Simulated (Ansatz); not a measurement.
**Compressing Li₂S: a fit and a missing row**

Li₂S, Fm-3m, a = 5.706 Å. Ansatz: PBE, PAW, 420 eV, Γ-centred 8×8×8 mesh on 3 atoms, Gaussian smearing 0.02 eV; no spin polarisation. Symmetry fixes shape and atoms, so the cell is only scaled; pressure is positive in compression.

```tsv
V (Å³/atom)	P (GPa)
13.621	?
14.085	4.60
14.550	2.84
15.014	1.32
15.479	0.00
15.943	-1.13
16.407	-2.12
17.026	-3.22
```

Problem. Take V0 = 15.479 Å³/atom, fit the third-order Birch–Murnaghan form to the other rows, and predict the missing pressure.

Solution. With the Eulerian strain f = ½[(V0/V)^(2/3) − 1] and y = P/[3f(1 + 2f)^(5/2)], the form is the line y = B0 + 1.5 B0 (B0′ − 4) f. Rows (f, y): 0.03247, 40.3; 0.02106, 40.5; 0.01027, 40.7; -0.00975, 40.6; -0.01904, 40.9; -0.03077, 40.9. Means f = 0.0007067, y = 40.650; Σ(Δf)² = 0.003005, ΣΔfΔy = -0.02598; the slope is their ratio. y = 40.66 − 8.645 f GPa, so B0 = 40.7 GPa and B0′ = 4 + 2 × (-8.645)/(3 × 40.66) = 3.86. At V = 13.621, f = 0.04449, y = 40.28 and P = 6.65 GPa. The run gave 6.66 GPa, so the fit is 0.01 GPa too low, a small miss on the scale of the series.